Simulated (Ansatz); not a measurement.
A band-structure calculation of GaN built on the wurtzite prototype with Ansatz, at the level PBE. The cell was relaxed beforehand with r2SCAN.

input.yaml:
```yaml
crystal:
  lattice:
    - [3.1831494038, 0.0, 0.0]
    - [-1.5915747019, 2.7566882477, 0.0]
    - [0.0, 0.0, 5.1836255107]
  atoms:
    - { symbol: Ga, position: [0.3333333333, 0.6666666667, -0.0008868064] }
    - { symbol: Ga, position: [0.6666666667, 0.3333333333, 0.4991131936] }
    - { symbol: "N", position: [0.3333333333, 0.6666666667, 0.3758868064] }
    - { symbol: "N", position: [0.6666666667, 0.3333333333, 0.8758868064] }
kpoints:
  mp_grid: { grid: [12, 12, 6] }
  band_path:
    path:
      - [[0.0, 0.0, 0.0], [0.5, 6.637317568321e-17, -3.923220319664e-19], [0.3333333333333, 0.3333333333333, -7.846440639327e-19], [0.0, 0.0, 0.0], [7.428269403092e-51, 1.091957918323e-35, 0.5], [0.5, 6.626224462031e-17, 0.5], [0.3333333333333, 0.3333333333333, 0.5], [7.428269403092e-51, 1.091957918323e-35, 0.5]]
      - [[0.5, 6.626224462031e-17, 0.5], [0.5, 6.637317568321e-17, -3.923220319664e-19]]
      - [[0.3333333333333, 0.3333333333333, 0.5], [0.3333333333333, 0.3333333333333, -7.846440639327e-19]]
    npoints: 10
hamiltonian:
  xc: pbe
scf:
  occupations: { method: fermi_dirac, width: 0.02 }
  n_extra_bands: 5
output:
  forces: true
  stress: true
  eigenvalues: true
  write_density: true
  write_potential: true
  elf: true
  volumetric_format: npy
```

Command: `ansatz run input.yaml --threads 4 --pin off --max-ram 7372MiB --backend cpu --events-out ev --progress --plain --runs-dir out`. It took 4 s on 4 threads of Arm Neoverse V1, with other jobs on the host; peak host memory 0.41 GiB.

Question: Predict the output.

Answer: Abridged output:
```
Functional definition: PBE
Crystal: 4 atoms, lattice volume = 45.486 Å³
Basis set: ecut = 420 eV, 893 PW (Γ)
Bands: 23, of which v1, the nominal top of the filled ones, is band 18 counted from 1 (17 counted from 0)
Symmetry: 12 space group operations
Space group: P63mc (ITA 186)
k-points: 76 of 864 (time reversal used)
SCF 1 converged in 6 iterations: F = -8335.808403 eV  dr2 = 6.01e-9
NSCF: frozen V_eff on 93 k-points
SCF converged after 6 iterations
Free energy (F): -8335.808403 eV
Fermi energy:    10.738886 eV
--- Forces (eV/Å), atoms counted from 1 ---
  atom   1  Ga      0.00000      0.00000      0.00468
  atom   2  Ga      0.00000      0.00000      0.00468
  atom   3  N       0.00000      0.00000    -0.00469
  atom   4  N       0.00000      0.00000    -0.00469
--- Stress (GPa, compression-positive) ---
        6.179089       0.000000       0.000000
        0.000000       6.179089       0.000000
        0.000000       0.000000       6.260988
  P = ⅓ Tr σ = 6.2064 GPa (62.064 kbar)
--- Band table (eV; the first three rows and the last of 76) ---
  k-point 0: bands = […, 2.6872, 8.7257, 8.7257, 9.7241, 9.7625, 9.7625, 11.6964, 14.0432, 18.9789, 19.6882, …]
  k-point 1: bands = […, 3.1934, 8.7914, 8.7914, 8.9149, 9.6901, 9.6901, 12.3785, 14.0977, 18.7857, 19.7199, …]
  k-point 2: bands = […, 4.4057, 7.4763, 8.9748, 8.9748, 9.4934, 9.4934, 13.3761, 14.1852, 18.3855, 18.8225, …]
  k-point 75: bands = […, 3.5878, 3.5878, 5.5545, 5.5545, 8.2827, 8.2827, 16.2021, 16.2021, 17.0996, 17.0996, …]
```
The trailing digits, and the zero of the energies, depend on the potentials and thresholds.

The rows of the band table are 0: (0, 0, 0) = Γ, 1: (0, 0, 1/6), 2: (0, 0, 1/3), 75: (1/3, 1/3, -1/2) = H.

Levels along the path, in eV from the valence top (v1 is the last filled band, c1 the first empty one):
```
point  distance (1/Å)     v2     v1    c1    c2
    Γ            0.00   0.00   0.00  1.93  4.28
    ·            0.57  -0.71  -0.50  4.30  5.96
    M            1.14  -2.21  -1.00  5.08  5.59
    ·            1.47  -2.37  -1.89  5.63  6.63
    K            1.80  -2.99  -2.73  5.17  7.83
    ·            2.46  -1.03  -0.90  4.95  6.90
    Γ            3.11   0.00   0.00  1.93  4.28
    ·            3.42  -0.16  -0.16  3.13  4.39
    A            3.72  -0.53  -0.53  4.27  4.27
    ·            4.29  -1.29  -1.29  5.26  5.26
    L            4.86  -1.90  -1.90  4.42  4.42
    ·            5.19  -1.59  -1.59  5.38  5.38
    H            5.52  -1.48  -1.48  6.44  6.44
    ·            6.18  -1.81  -1.81  5.68  5.68
    A            6.83  -0.53  -0.53  4.27  4.27
    L            6.83  -1.90  -1.90  4.42  4.42
    ·            7.08  -1.60  -1.42  4.19  5.07
    ·            7.38  -2.18  -1.02  5.09  5.39
    M            7.44  -2.21  -1.00  5.08  5.59
    H            7.44  -1.48  -1.48  6.44  6.44
    ·            7.62  -1.77  -1.77  6.49  6.77
    ·            7.92  -2.82  -2.82  5.31  7.73
    K            8.05  -2.99  -2.73  5.17  7.83
```

Planar averages along the third cell vector, from rho_z.tsv and v_z.tsv (valence density with its augmentation; electrostatic potential energy of an electron, of which only differences have a meaning):
```csv
z (Å),ρ (e/Å³),v_es (eV)
0.00,2.189,2.77
0.29,1.018,4.41
0.72,0.199,8.46
1.01,0.175,11.37
1.30,0.270,11.24
1.73,0.625,3.53
2.02,0.845,-0.88
2.30,1.415,-0.16
2.74,1.743,3.69
3.02,0.514,5.39
3.31,0.199,8.46
3.74,0.207,11.81
4.03,0.368,9.39
4.32,0.625,3.53
4.75,1.026,-1.10
5.04,1.965,1.34
```

With PBE the gap is 1.93 eV and direct, at Γ. The gap is the least over the mesh and the extra points. At this geometry PBE finds +6.21 GPa, compression counted positive: its own equilibrium volume is larger.

The values are computed, spin-unpolarised, and not measurements.
